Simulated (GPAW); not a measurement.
The system is SrO.

```
Sr O
1.0
     0.00000    2.56630    2.56630
     2.56630    0.00000    2.56630
     2.56630    2.56630    0.00000
Sr O
1 1
Direct
  0.50000 0.50000 0.50000
  0.00000 0.00000 0.00000
```

Base run:

| Quantity | Value |
| --- | --- |
| Program | GPAW 26.7.0 |
| Functional | PBE |
| Potentials or basis | GPAW PAW data sets (gpaw-data 1.2.1) |
| Cutoff | 800 eV |
| Basis | pw |
| k mesh | 9 × 9 × 9 |
| Occupations | fermi-dirac, width 0.05 eV |
| Spin | no spin polarisation |

Its results: band gap on the k mesh 3.42 eV, indirect (least direct gap 3.50 eV); pressure 3.8 GPa.

Problem. The run is repeated on the same cell with these changes: functional from PBE to r2SCAN. What comes out?

Solution. Band gap on the k mesh 3.89 eV, indirect (least direct gap 3.97 eV); pressure 2.1 GPa.

r2SCAN gives the wider gap, since meta-GGAs in the generalised Kohn-Sham scheme recover part of the derivative discontinuity.

Caveats: the PAW data sets were made with another functional, which shifts forces and pressure a little (some runs).

A k mesh can miss the band edges.
